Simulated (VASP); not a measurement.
Here is a VASP 6.6.1 calculation.

Contents of POSCAR:

```
Li2Se
1.0
    0.0000000000      3.0025000000      3.0025000000
    3.0025000000      0.0000000000      3.0025000000
    3.0025000000      3.0025000000      0.0000000000
Se Li
1 2
Direct
    0.0000000000      0.0000000000      0.0000000000
    0.7500000000      0.7500000000      0.7500000000
    0.2500000000      0.2500000000      0.2500000000
```

Contents of INCAR.step1:

```
SYSTEM = Li2Se
PREC = Accurate ; ENCUT = 520
EDIFF = 1E-6 ; ISMEAR = -1
SIGMA = 0.05 ; LREAL = .FALSE.
LASPH = .TRUE. ; NELM = 100
ALGO = Normal ; ISIF = 2
LWAVE = .FALSE. ; LCHARG = .TRUE.
GGA = PE
```

Contents of KPOINTS.step1:

```
Automatic mesh
0
G
  8 8 8
  0 0 0
```

INCAR.step2

```
SYSTEM = Li2Se
PREC = Accurate ; ENCUT = 520
EDIFF = 1E-6 ; ISMEAR = 0
SIGMA = 0.05 ; LREAL = .FALSE.
LASPH = .TRUE. ; NELM = 100
ALGO = Normal ; ISIF = 2
LWAVE = .FALSE. ; LCHARG = .FALSE.
GGA = PE ; ICHARG = 11
```

The input KPOINTS.step2:

```
path GXWKGLUWLK,UX
20
line-mode
reciprocal
 0.0000000000  0.0000000000  0.0000000000  G
 0.5000000000  0.0000000000  0.5000000000  X

 0.5000000000  0.0000000000  0.5000000000  X
 0.5000000000  0.2500000000  0.7500000000  W

 0.5000000000  0.2500000000  0.7500000000  W
 0.3750000000  0.3750000000  0.7500000000  K

 0.3750000000  0.3750000000  0.7500000000  K
 0.0000000000  0.0000000000  0.0000000000  G

 0.0000000000  0.0000000000  0.0000000000  G
 0.5000000000  0.5000000000  0.5000000000  L

 0.5000000000  0.5000000000  0.5000000000  L
 0.6250000000  0.2500000000  0.6250000000  U

 0.6250000000  0.2500000000  0.6250000000  U
 0.5000000000  0.2500000000  0.7500000000  W

 0.5000000000  0.2500000000  0.7500000000  W
 0.5000000000  0.5000000000  0.5000000000  L

 0.5000000000  0.5000000000  0.5000000000  L
 0.3750000000  0.3750000000  0.7500000000  K

 0.6250000000  0.2500000000  0.6250000000  U
 0.5000000000  0.0000000000  0.5000000000  X
```

Potentials or basis: VASP PAW PBE potentials, release 64 (Se, Li_sv).

The run is started by

```console
$ cat potpaw_PBE.64/Se/POTCAR potpaw_PBE.64/Li_sv/POTCAR > POTCAR
$ cp INCAR.step1 INCAR
$ cp KPOINTS.step1 KPOINTS
$ mpirun -np 1 vasp_std > vasp.out
$ cp INCAR.step2 INCAR
$ cp KPOINTS.step2 KPOINTS
$ mpirun -np 1 vasp_std > vasp.out
```

Question: What does it give for the band gap on the k mesh?

Answer: 2.97 eV, indirect (least direct gap 3.39 eV).

Question: Estimate the band gap along the path.

Answer: 2.97 eV, indirect (least direct gap 3.39 eV).

Levels at the corners of the path, in eV from the valence-band top:
```tsv
point	band 3	band 4	band 5	band 6	band 7	band 8	band 9	band 10
Γ	-11.39	0.00	0.00	0.00	3.39	5.62	5.62	5.62
X	-10.91	-2.27	-1.44	-1.44	2.97	6.18	10.31	10.31
X	-10.91	-2.27	-1.44	-1.44	2.97	6.18	10.31	10.31
W	-10.91	-1.90	-1.90	-1.75	5.15	6.38	8.04	8.04
W	-10.91	-1.90	-1.90	-1.75	5.15	6.38	8.04	8.04
K	-10.92	-2.09	-2.06	-1.17	4.10	7.25	8.44	8.92
K	-10.92	-2.09	-2.06	-1.17	4.10	7.25	8.44	8.92
Γ	-11.39	0.00	0.00	0.00	3.39	5.62	5.62	5.62
Γ	-11.39	0.00	0.00	0.00	3.39	5.62	5.62	5.62
L	-11.02	-2.90	-0.53	-0.53	5.11	5.96	5.96	7.94
L	-11.02	-2.90	-0.53	-0.53	5.11	5.96	5.96	7.94
U	-10.92	-2.09	-2.06	-1.17	4.10	7.25	8.44	8.92
U	-10.92	-2.09	-2.06	-1.17	4.10	7.25	8.44	8.92
W	-10.91	-1.90	-1.90	-1.75	5.15	6.38	8.04	8.04
W	-10.91	-1.90	-1.90	-1.75	5.15	6.38	8.04	8.04
L	-11.02	-2.90	-0.53	-0.53	5.11	5.96	5.96	7.94
L	-11.02	-2.90	-0.53	-0.53	5.11	5.96	5.96	7.94
K	-10.92	-2.09	-2.06	-1.17	4.10	7.25	8.44	8.92
U	-10.92	-2.09	-2.06	-1.17	4.10	7.25	8.44	8.92
X	-10.91	-2.27	-1.44	-1.44	2.97	6.18	10.31	10.31
```

Caveat: the log is that of the step along the path at fixed density, whose energy, stress, charges and moments have no meaning. Expect the measured gap to be larger: semilocal functionals such as PBE lack the derivative discontinuity.
